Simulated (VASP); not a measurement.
The system is Cs2AgBiBr6.

```
Bi Cs Ag Br
1.0
     0.00000    5.61610    5.61610
     5.61610    0.00000    5.61610
     5.61610    5.61610    0.00000
Bi Cs Ag Br
1 2 1 6
Direct
  0.00000 0.00000 0.00000
  0.75000 0.75000 0.75000
  0.25000 0.25000 0.25000
  0.50000 0.50000 0.50000
  0.74945 0.74945 0.25055
  0.25055 0.25055 0.74945
  0.74945 0.25055 0.25055
  0.74945 0.25055 0.74945
  0.25055 0.74945 0.74945
  0.25055 0.74945 0.25055
```

* Program: VASP 6.6.1
* Task: relaxation of cell and atoms
* Functional: optB88-vdW
* Potentials or basis: VASP PAW PBE potentials, release 64 (Bi_d, Cs_sv, Ag, Br)
* Cutoff: 600 eV
* k mesh: 3 × 3 × 3
* Occupations: fermi-dirac, width 0.05 eV
* Spin: no spin polarisation

At the start: pressure 1.0 GPa; volume 35.43 Å³/atom.

Question: How do energy, volume and symmetry change on relaxing?

Answer: Over 5 steps the energy falls by 5.4 meV/atom and the volume is 36.32 Å³/atom (+2.5 %); space group Fm-3m (No. 225, to 0.05 Å).

Step by step:
```tsv
step	energy change (eV)	largest force (eV/Å)	pressure (GPa)	volume (Å³)
1	0.0000	0.3391	0.98	354.27
2	-0.0507	0.0816	-0.08	365.50
3	-0.0507	0.0761	-0.10	365.77
4	-0.0527	0.0476	-0.06	364.79
5	-0.0539	0.0007	0.01	363.18
```

Final structure:
```xyz
10
Lattice="0.0000 5.6628 5.6628 5.6628 0.0000 5.6628 5.6628 5.6628 0.0000" Properties=species:S:1:pos:R:3 pbc="T T T"
Bi    0.0000    0.0000    0.0000
Cs    8.4942    8.4942    8.4942
Cs    2.8314    2.8314    2.8314
Ag    5.6628    5.6628    5.6628
Br    5.6628    5.6628    8.4603
Br    5.6628    5.6628    2.8653
Br    2.8653    5.6628    5.6628
Br    5.6628    8.4603    5.6628
Br    8.4603    5.6628    5.6628
Br    5.6628    2.8653    5.6628
```

Caveat: the PAW data sets were made with another functional, which shifts forces and pressure a little.
